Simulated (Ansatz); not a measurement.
**Nb, one cell by several methods**

```xyz
1
Lattice="0.0000 2.1150 2.1150 2.1150 0.0000 2.1150 2.1150 2.1150 0.0000" Properties=species:S:1:pos:R:3 pbc="T T T"
Nb    0.0000    0.0000    0.0000
```

The cell is COD entry 1534903, as deposited and not checked against the literature; nothing was relaxed.

Methods: DFT, PBE, PAW with Ansatz's default frozen-core files, scalar-relativistic (Ansatz 0.2.0); DFT, PBE, all-electron LAPW, scalar-relativistic (Ansatz 0.2.0).

For PAW: a Γ-centred 13×13×13 k mesh, Fermi–Dirac smearing of 0.08 eV, cutoff 420 eV, no spin polarisation. LAPW targets a basis error of 0.25 meV/atom. The Ansatz runs share mesh, smearing and spin set-up. Plane-wave (PAW) pressures include the program's estimate of the Pulay term.

Stress and pressure are positive in compression.

Levels count from the Fermi level.

PAW results:

| quantity | PAW |
| --- | --- |
| pressure (GPa) | -1.10 |
| highest filled level at X (eV) | -3.266 |
| lowest empty level at X (eV) | 3.557 |
| highest filled level at U (eV) | -2.181 |
| lowest empty level at U (eV) | 0.569 |
| highest filled level at Γ (eV) | -6.157 |
| lowest empty level at Γ (eV) | 0.118 |

(1) What does full-potential LAPW give for the same quantities?

## Answers

(1) 
```
                      quantity    LAPW
                pressure (GPa)   -1.11
highest filled level at X (eV)  -3.266
  lowest empty level at X (eV)   3.555
highest filled level at U (eV)  -2.181
  lowest empty level at U (eV)   0.568
highest filled level at Γ (eV)  -6.157
  lowest empty level at Γ (eV)   0.119
```
